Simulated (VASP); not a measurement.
# Sb (R-3m) in VASP: settings compared, part 3 of 3

VASP 6.6.1.

## 5. Electric field gradients, PBEsol

Input file INCAR:

```
SYSTEM = Sb
PREC = Accurate
ENCUT = 300
EDIFF = 1E-7
ISMEAR = -1
SIGMA = 0.05
LREAL = .False.
LASPH = .True.
NELM = 100
ALGO = Normal
ISIF = 2
LWAVE = .False.
LCHARG = .False.
GGA = PS
LEFG = .True.
```

Input file KPOINTS:

```
Automatic mesh
0
Gamma
  9 9 9
  0 0 0
```

Input file POSCAR:

```
Sb
1.0
    2.1542000000      1.2437279499      3.7580000000
   -2.1542000000      1.2437279499      3.7580000000
    0.0000000000     -2.4874558998      3.7580000000
Sb
2
Direct
    0.2334900000      0.2334900000      0.2334900000
    0.7665100000      0.7665100000      0.7665100000
```

Potentials or basis: VASP PAW PBE potentials, release 64 (Sb).

On the command line:

```
> cat potpaw_PBE.64/Sb/POTCAR > POTCAR
> mpirun -np 1 vasp_std > vasp.out
```

OUTCAR:

```text
SYSTEM = Sb
   PREC = Accurate
   ENCUT = 300
   EDIFF = 1E-7
   ISMEAR = -1
   LREAL = .False.
   LASPH = .True.
   NELM = 100
   ISIF = 2
   GGA = PS

 ion  position               nearest neighbor table
   1  0.233  0.233  0.233-   2 2.91   2 2.91   2 2.91   2 3.35   2 3.35   2 3.35
   2  0.767  0.767  0.767-   1 2.91   1 2.91   1 2.91   1 3.35   1 3.35   1 3.35

  LATTYP: Found a trigonal (rhomboedric) cell.
 ALAT       =     4.5066618304
 COS(alpha) =     0.5430253624

  Lattice vectors:

 A1 = (   2.1542000000,   1.2437279499,   3.7580000000)
 A2 = (  -2.1542000000,   1.2437279499,   3.7580000000)
 A3 = (   0.0000000000,  -2.4874558998,   3.7580000000)

Analysis of symmetry for initial positions (statically):
=====================================================================
 Subroutine PRICEL returns:
 Original cell was already a primitive cell.

 Routine SETGRP: Setting up the symmetry group for a
 trigonal (rhombohedral) supercell.

 Subroutine GETGRP returns: Found 12 space group operations
 (whereof 12 operations were pure point group operations)
 out of a pool of 12 trial point group operations.

The static configuration has the point symmetry D_3d.

Analysis of symmetry for dynamics (positions and initial velocities):
=====================================================================
 Subroutine PRICEL returns:
 Original cell was already a primitive cell.

 Routine SETGRP: Setting up the symmetry group for a
 trigonal (rhombohedral) supercell.

 Subroutine GETGRP returns: Found 12 space group operations
 (whereof 12 operations were pure point group operations)
 out of a pool of 12 trial point group operations.

The dynamic configuration has the point symmetry D_3d.

 Subroutine INISYM returns: Found 12 space group operations
 (whereof 12 operations are pure point group operations),
 and found     1 'primitive' translations

----------------------------------------------------------------------------------------

                                     Primitive cell

  volume of cell :      60.4115

  direct lattice vectors                    reciprocal lattice vectors
     2.154200000  1.243727950  3.758000000     0.232104726  0.134005726  0.088699663
    -2.154200000  1.243727950  3.758000000    -0.232104726  0.134005726  0.088699663
     0.000000000 -2.487455900  3.758000000     0.000000000 -0.268011452  0.088699663

  length of vectors
     4.506661830  4.506661830  4.506661830     0.282307932  0.282307932  0.282307932

  position of ions in fractional coordinates (direct lattice)
     0.233490000  0.233490000  0.233490000
     0.766510000  0.766510000  0.766510000

  ion indices of the primitive-cell ions
   primitive index   ion index
                 1           1
                 2           2

----------------------------------------------------------------------------------------

 KPOINTS: Automatic mesh

Automatic generation of k-mesh.
 Grid dimensions read from file:
[... 80 lines left out ...]
   ISMEAR =    -1;   SIGMA  =   0.05  broadening in eV -4-tet -1-fermi 0-gaus
   EFERMI_NEDOS =   21; number of points for ismear=-14 and -15
   IALGO  =     38    algorithm
   IMIX   =      4    mixing-type and parameters
     AMIX     =   0.40;   BMIX     =  1.00
     AMIX_MAG =   1.60;   BMIX_MAG =  1.00
  volume/ion in A,a.u.               =      30.21       203.84
  Fermi-wavevector in a.u.,A,eV,Ry     =   0.898880  1.698637 10.993305  0.807985
  Thomas-Fermi vector in A             =   2.021644
   LORBIT       =      0    0 simple, 1 ext, 2 COOP (PROOUT), +10 PAW based schemes
   GGA     = PS    functional components
   LHFCALC =     F    Hartree Fock is set to
   AEXX    =    0.0000 exact exchange contribution
   IVDW    =     0    specifies the selected vdW correction
   LEPSILON=     F    determine dielectric tensor
   LRPA    =     F    only Hartree local field effects (RPA)
 non-spin polarized calculation
  energy-cutoff  :      300.00
  volume of cell :       60.41
 maximum number of plane-waves:       723
 NGX is ok and might be reduce to    28
   NGX = 13   NGY = 13   NGZ = 13

 number of electron      10.0000000 magnetization

 Free energy of the ion-electron system (eV)
  ---------------------------------------------------
  ext. energy  EPLUGINS =         0.00000000
  ---------------------------------------------------
  free energy    TOTEN  =        -9.11670575 eV

  energy without entropy =       -9.11502971  energy(sigma->0) =       -9.11586773

 E-fermi :   7.1164     XC(G=0):  -9.6640

 val. band max:        7.0618418771   @ k =   0.3333   0.2222   0.2222
 cond. band min:       7.1392278155   @ k =   0.4444  -0.0000  -0.0000
 fundamental gap:      0.0773859384
 Fermi energy:         7.1163947916

 k-point     1 :       0.0000    0.0000    0.0000
  band No.  band energies     occupation
      1      -5.6024      2.00000
      2       2.3277      2.00000
      3       5.0788      2.00000
      4       5.3457      2.00000
      5       5.3457      2.00000
      6       9.1864      0.00000
      7       9.8267      0.00000
      8       9.8267      0.00000
      9      12.2017      0.00000
[... 265 lines left out ...]
 k-point    24 :       0.4444    0.4444   -0.0000
  band No.  band energies     occupation
      1      -3.3808      2.00000
      2      -0.7720      2.00000
      3       1.8551      2.00000
      4       3.4407      2.00000
      5       3.5114      2.00000
      6       8.6367      0.00000
      7      11.9893      0.00000
      8      12.5526      0.00000
      9      13.6009      0.00000

 [... further k-points ...]

------------------------ aborting loop because EDIFF is reached ----------------------------------------

  FORCE on cell =-STRESS in cart. coord.  units (eV):
  Direction    XX          YY          ZZ          XY          YZ          ZX
  --------------------------------------------------------------------------------------
  -------------------------------------------------------------------------------------
  Total        0.1631682      0.1631682     -0.0487777      0.0000000     -0.0000000      0.0000000
  in kB        4.3273950      4.3273950     -1.2936371      0.0000000     -0.0000000      0.0000000
  external PRESSURE =       2.4537176 kB  Pullay stress =       0.0000000 kB

 VOLUME and BASIS-vectors are now :
 -----------------------------------------------------------------------------
  energy-cutoff  :      300.00
  volume of cell :       60.41
      direct lattice vectors                 reciprocal lattice vectors
     2.154200000  1.243727950  3.758000000     0.232104726  0.134005726  0.088699663
    -2.154200000  1.243727950  3.758000000    -0.232104726  0.134005726  0.088699663
     0.000000000 -2.487455900  3.758000000     0.000000000 -0.268011452  0.088699663

 POSITION                                       TOTAL-FORCE (eV/Angst)
 -----------------------------------------------------------------------------------
      0.00000      0.00000      2.63237         0.000000     -0.000000      0.177745
      0.00000      0.00000      8.64163         0.000000      0.000000     -0.177745
 -----------------------------------------------------------------------------------
    total drift:                               -0.000000     -0.000000     -0.000000

  FREE ENERGIE OF THE ION-ELECTRON SYSTEM (eV)
  ---------------------------------------------------
  free  energy   TOTEN  =        -9.1167057485 eV

  energy  without entropy=       -9.1150297073  energy(sigma->0) =       -9.11586773

 Electric field gradients (V/A^2)
---------------------------------------------------------------------
 ion       V_xx      V_yy      V_zz      V_xy      V_xz      V_yz
---------------------------------------------------------------------
   1      21.545    21.545   -43.091     0.000     0.000    -0.000
   2      21.545    21.545   -43.091     0.000    -0.000    -0.000
---------------------------------------------------------------------

 Electric field gradients after diagonalization (V/A^2)
 (convention: |V_zz| > |V_xx| > |V_yy|)
----------------------------------------------------------------------
 ion       V_xx      V_yy      V_zz     asymmetry (V_yy - V_xx)/ V_zz
----------------------------------------------------------------------
   1      21.545    21.545   -43.091       0.000
   2      21.545    21.545   -43.091       0.000
----------------------------------------------------------------------

           NMR quadrupolar parameters

 Cq : quadrupolar parameter    Cq=e*Q*V_zz/h
 eta: asymmetry parameters     (V_yy - V_xx)/ V_zz
 Q  : nuclear electric quadrupole moment in mb (millibarn)
----------------------------------------------------------------------
 ion       Cq(MHz)       eta       Q (mb)
----------------------------------------------------------------------
   1      -0.104       0.000       1.000
   2      -0.104       0.000       1.000
----------------------------------------------------------------------
```

OSZICAR:

```text
N       E                     dE             d eps       ncg     rms          rms(c)
DAV:   1     0.226271825891E+02    0.22627E+02   -0.27560E+03  1530   0.561E+02
DAV:   2    -0.818393246682E+01   -0.30811E+02   -0.30025E+02  2176   0.102E+02
DAV:   3    -0.912626252807E+01   -0.94233E+00   -0.93492E+00  1858   0.213E+01
DAV:   4    -0.913348055232E+01   -0.72180E-02   -0.72069E-02  1947   0.215E+00
DAV:   5    -0.913352711288E+01   -0.46561E-04   -0.46560E-04  1770   0.160E-01    0.291E+00
DAV:   6    -0.912304926412E+01    0.10478E-01   -0.26535E-03  1654   0.356E-01    0.175E+00
DAV:   7    -0.911666811973E+01    0.63811E-02   -0.65670E-03  1603   0.560E-01    0.558E-02
DAV:   8    -0.911669763625E+01   -0.29517E-04   -0.12922E-04  1661   0.931E-02    0.175E-02
DAV:   9    -0.911670620963E+01   -0.85734E-05   -0.16680E-05  1756   0.298E-02    0.675E-03
DAV:  10    -0.911670570860E+01    0.50102E-06   -0.22238E-06  1826   0.958E-03    0.862E-04
DAV:  11    -0.911670574847E+01   -0.39870E-07   -0.17821E-07  1325   0.309E-03
   1 F= -.91167057E+01 E0= -.91158677E+01  d E =-.167604E-02
```

Run time: 21 s. Hardware: 1 thread of AMD EPYC 7R13 (Zen 3), shared host; peak memory 0.13 GiB.

Results:

```
Free energy            : -9.1167 eV
Pressure               : 0.2 GPa
Largest force          : 0.178 eV/Å
Band gap on the k mesh : 0.08 eV, indirect (least direct gap 0.49 eV)
```

Forces on the atoms (eV/Å):
```
Sb   0.000  0.000  0.178
Sb   0.000  0.000 -0.178
```

Levels at points of the mesh, in eV from the valence-band top:
```
           k point  band 2  band 3  band 4  band 5  band 6  band 7  band 8  band 9
(0.00, 0.00, 0.00)   -4.73   -1.98   -1.72   -1.72    2.12    2.76    2.76    5.14
```

Electric field gradients, principal values (V/Å²):
| atom | Vxx | Vyy | Vzz |
| --- | --- | --- | --- |
| 1 Sb | 21.545 | 21.545 | -43.091 |
| 2 Sb | 21.545 | 21.545 | -43.091 |

Caveat: the PAW data sets were made with another functional, which shifts forces and pressure a little; spin-orbit coupling is left out, which moves the levels of the heavy elements; an odd mesh through Γ misses points on the zone boundary, where band edges often lie.

## 6. Summary

```tsv
level	potentials or basis	k mesh	cutoff (eV)	mesh quality	gap on the mesh (eV)	pressure (GPa)	largest force (eV/Å)
PBEsol	VASP PAW PBE potentials, release 64 (Sb)	9 × 9 × 9	520	not flagged	0.08	0.2	0.18
LDA	VASP PAW LDA potentials, release 64 (Sb)	3 × 3 × 3	300	coarse	1.32	-0.2	0.21
PBEsol	VASP PAW PBE potentials, release 64 (Sb)	3 × 3 × 3	520	coarse	1.30	1.0	0.14
PBEsol	VASP PAW PBE potentials, release 64 (Sb)	9 × 9 × 9	300	not flagged	0.08	0.2	0.18
```

Alike in all rows: task electric field gradients; no spin polarisation; cell as given; smearing fermi-dirac 0.05 eV.

Caveats: some runs use coarse meshes; spin-orbit coupling is left out, which moves the levels of the heavy elements; an odd mesh through Γ misses points on the zone boundary, where band edges often lie; the PAW data sets were made with another functional, which shifts forces and pressure a little (some runs).

Total energies depend on the potentials used, so only differences within one code and one set of settings carry meaning.
